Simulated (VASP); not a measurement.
Crystal: HfS2.

```xyz
3
Lattice="3.5994 0.0000 0.0000 -1.7997 3.1171 0.0000 0.0000 0.0000 5.7653" Properties=species:S:1:pos:R:3 pbc="T T T"
Hf    0.0000    0.0000    5.7653
S     1.7997    1.0390    4.3118
S     0.0000    2.0781    1.4535
```

The cell is a database's computed one.

Base run:

- Program: VASP 6.6.1
- Functional: HSE06
- Potentials or basis: VASP PAW PBE potentials, release 64 (Hf_pv, S)
- Cutoff: 520 eV
- k mesh: 6 × 6 × 3
- Occupations: gaussian, width 0.03 eV
- Spin: no spin polarisation

Its results: band gap on the k mesh 1.71 eV, indirect (least direct gap 2.71 eV); pressure 1.1 GPa; largest force 0.288 eV/Å.

Q: The run is repeated on the same cell with these changes: functional from HSE06 to PBE0. What comes out?

A: Band gap on the k mesh 2.39 eV, indirect (least direct gap 3.40 eV); pressure 1.0 GPa; largest force 0.280 eV/Å.

Caveats: the PAW data sets were made with another functional, which shifts forces and pressure a little; spin-orbit coupling is left out, which moves the levels of the heavy elements; this functional lacks dispersion, which binds the layers, so the pressure and a relaxed spacing across them are unreliable.

A k mesh can miss the band edges.
